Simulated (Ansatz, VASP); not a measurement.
## Si24H5F3: VASP beside Ansatz

Wanted: the spread between two codes on one cell, functional and k mesh. The cell is taken from a series of runs on this material, whose earlier steps may have relaxed, scaled, displaced or heated it; both programs get it as it stands.

Program: Ansatz 0.2.0. Level of theory: plane waves, with VASP 6.6.1 beside it; single point at PBE. Results are calculated unless marked as measured.

### 1. The starting structure

The cell holds 32 atoms: 3 F, 5 H and 24 Si. Its edges and angles: a = 7.679 Å, b = 7.679 Å, c = 24.144 Å, α = 90.0°, β = 90.0°, γ = 60.0°. It derives from Si. As first built, before any earlier steps moved the atoms (in the runner's words): kind terminated face; group F; share_of_top_atoms 0.75; rest H; oxygen_in_back_bonds 0; lower_face H. Vacuum lies along c.

### 2. VASP: single point, PBE

A single point gives forces, pressure and levels at one fixed geometry, so differences don't come from the geometry; what else differs is listed under the comparison.

Lines of VASP's logs that name or quote its potential files are left out, and so is its time.

Contents of INCAR:

```
SYSTEM = Si24H5F3
PREC = Accurate
ENCUT = 520
EDIFF = 1E-06
NELM = 120
ISMEAR = -1
SIGMA = 0.02
LREAL = Auto
ALGO = Normal
GGA = PE
NBANDS = 84
LORBIT = 11
LWAVE = .FALSE.
LCHARG = .FALSE.
ISIF = 2
LDIPOL = .TRUE.
IDIPOL = 3
DIPOL = 0.5 0.5 0.497
LVHAR = .TRUE.
LASPH = .TRUE.
GGA_COMPAT = .FALSE.
EFERMI = MIDGAP
NELMDL = -8
KPAR = 2
```

Contents of POSCAR:

```
Si24H5F3
1.0
    7.6791796437      0.0000000000      0.0000000000
    3.8395898218      6.6503646517      0.0000000000
    0.0000000000      0.0000000000     24.1437769138
F H Si
3 5 24
Direct
    0.9993157011      0.9993157011      0.7104345271
    0.5013685978      0.9993157011      0.7104345271
    0.9993157011      0.5013685978      0.7104345271
    0.5000000000      0.5000000000      0.7066007530
    1.0000000000      0.0000000000      0.2899297830
    0.5000000000      0.0000000000      0.2899297830
    1.0000000000      0.5000000000      0.2899297830
    0.5000000000      0.5000000000      0.2899297830
    0.0001084975      0.0001084975      0.6430835597
    0.4997830049      0.0001084975      0.6430835597
    0.0001084975      0.4997830049      0.6430835597
    0.5000000000      0.5000000000      0.6446093321
    0.8318033322      0.3340983339      0.6117527182
    0.3340983339      0.3340983339      0.6117527182
    0.8333333333      0.8333333333      0.6114325370
    0.3340983339      0.8318033322      0.6117527182
    0.8336754141      0.3331622929      0.5137691090
    0.3331622929      0.3331622929      0.5137691090
    0.8333333333      0.8333333333      0.5133955380
    0.3331622929      0.8336754141      0.5137691090
    0.1666666667      0.1666666667      0.4805968676
    0.6665072802      0.1669854395      0.4806300823
    0.1669854395      0.6665072802      0.4806300823
    0.6665072802      0.6665072802      0.4806300823
    0.1666666667      0.1666666667      0.3828627570
    0.6666666667      0.1666666667      0.3828627570
    0.1666666667      0.6666666667      0.3828627570
    0.6666666667      0.6666666667      0.3828627570
    1.0000000000      0.0000000000      0.3504008520
    0.5000000000      0.0000000000      0.3504008520
    1.0000000000      0.5000000000      0.3504008520
    0.5000000000      0.5000000000      0.3504008520
```

Contents of KPOINTS:

```
Automatic mesh
0
Gamma
3 3 1
0 0 0
```

Potentials, in the order of the species: F, H and Si (PBE family, release 64).

Launch:

```bash
mpirun -np 4 vasp_std
```

Numbers of over 12 decimals in the logs are rounded to 6 here.

The program printed:

```text
[banner, memory and clock lines left out]
running    4 mpi-ranks, on    1 nodes
[...]
LDA part: xc-table for (Slater+PW92), standard interpolation
 POSCAR, INCAR and KPOINTS ok, starting setup
[...]
entering main loop
       N       E                     dE             d eps       ncg     rms          rms(c)
DAV:   1     0.683829475954E+03    0.68383E+03   -0.42951E+04   520   0.110E+03
DAV:   2    -0.715887968832E+02   -0.75542E+03   -0.72707E+03   676   0.213E+02
DAV:   3    -0.164024042781E+03   -0.92435E+02   -0.91456E+02   556   0.766E+01
DAV:   4    -0.167618998763E+03   -0.35950E+01   -0.35783E+01   688   0.166E+01
[...]
DAV:  31    -0.162280746826E+03   -0.25004E-05   -0.10720E-07   376   0.170E-03    0.619E-04
DAV:  32    -0.162280747837E+03   -0.10112E-05   -0.11721E-07   344   0.120E-03    0.774E-04
DAV:  33    -0.162280748005E+03   -0.16785E-06   -0.16886E-08   312   0.443E-04
   1 F= -.16228075E+03 E0= -.16228075E+03  d E =-.323582E-11
```

OUTCAR, selected parts (step 2):

```text
  Total        6.4117073      6.4117073      4.8872331     -0.0000000      0.0000000      0.0000000
  in kB        8.3314151      8.3314151      6.3505031     -0.0000000      0.0000000      0.0000000
  external PRESSURE =       7.6711111 kB  Pullay stress =       0.0000000 kB

 POSITION                                       TOTAL-FORCE (eV/Angst)
 -----------------------------------------------------------------------------------
     11.51089      6.64581     17.15257         0.007636      0.004408      0.191236
      7.68706      6.64581     17.15257        -0.007636      0.004408      0.191236
      9.59897      3.33428     17.15257         0.000000     -0.008817      0.191236
      5.75938      3.32518     17.06001         0.000000     -0.000000      0.010844
      0.00000      0.00000      7.00000         0.000020      0.000011     -0.761741
      3.83959      0.00000      7.00000        -0.000020      0.000011     -0.761741
      1.91979      3.32518      7.00000         0.000000     -0.000023     -0.761741
      5.75938      3.32518      7.00000        -0.000000     -0.000000     -0.762284
      0.00125      0.00072     15.52647        -0.004005     -0.002313     -0.186656
      3.83834      0.00072     15.52647         0.004005     -0.002313     -0.186656
      1.91979      3.32374     15.52647        -0.000000      0.004625     -0.186656
      5.75938      3.32518     15.56330        -0.000000     -0.000000      0.005728
      7.67037      2.22188     14.77002         0.005270     -0.003043     -0.011646
      3.84840      2.22188     14.77002        -0.005270     -0.003043     -0.011646
[...]
-----------------------------------------------------------------------------------
    total drift:                                0.000000      0.000000     -0.005899

  FREE ENERGIE OF THE ION-ELECTRON SYSTEM (eV)
  ---------------------------------------------------
  free  energy   TOTEN  =      -162.2807480053 eV

  energy  without entropy=     -162.2807480053  energy(sigma->0) =     -162.28074801

[... 3 further parts left out ...]
[key lines of the parts left out:]
E-fermi :  -0.2947
```

[end of part 1 of 2]

[Lines on the potential files, build, host, timing and source positions are cut from VASP's logs without a mark.]

[Logs are printed without paths, hosts, clocks, repeated set-up lines and the standing remarks that a program may print on its own settings, such as how far it seeks lower states.]

[Hosts, paths, dates, database ids (printed as entryN), source tags and the programs' standing remarks are cut or masked in the printed files.]
